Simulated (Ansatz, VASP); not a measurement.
One calculation of SnSe, two programs

```xyz
2
Lattice="3.5261 0.0000 0.0000 0.0000 3.5261 0.0000 0.0000 0.0000 3.5261" Properties=species:S:1:pos:R:3 pbc="T T T"
Sn    1.7631    1.7631    1.7631
Se    0.0000    0.0000    0.0000
```

Alike in both runs: task single point; functional PBE; k mesh 12 × 12 × 12; occupations gaussian, width 0.1 eV; no spin polarisation.

|  | VASP | Ansatz |
| --- | --- | --- |
| version | VASP 6.6.1 | Ansatz 0.2.0 |
| potentials or method | VASP PAW PBE potentials, release 64 (Sn_d, Se) | scalar-relativistic, plane waves, PAW |
| plane-wave cutoff (eV) | 520 | 420 |
| valence electrons in the cell | 20 | 30 |

```tsv
	VASP	Ansatz	Ansatz less VASP
gap on the k mesh at the Fermi level (eV)	none	none	-
pressure (GPa)	8.4	8.4	-0.01
```

A gap of «none» marks a metal or a gap that the smearing closes. The two sets of potentials don't hold the same shells in valence.
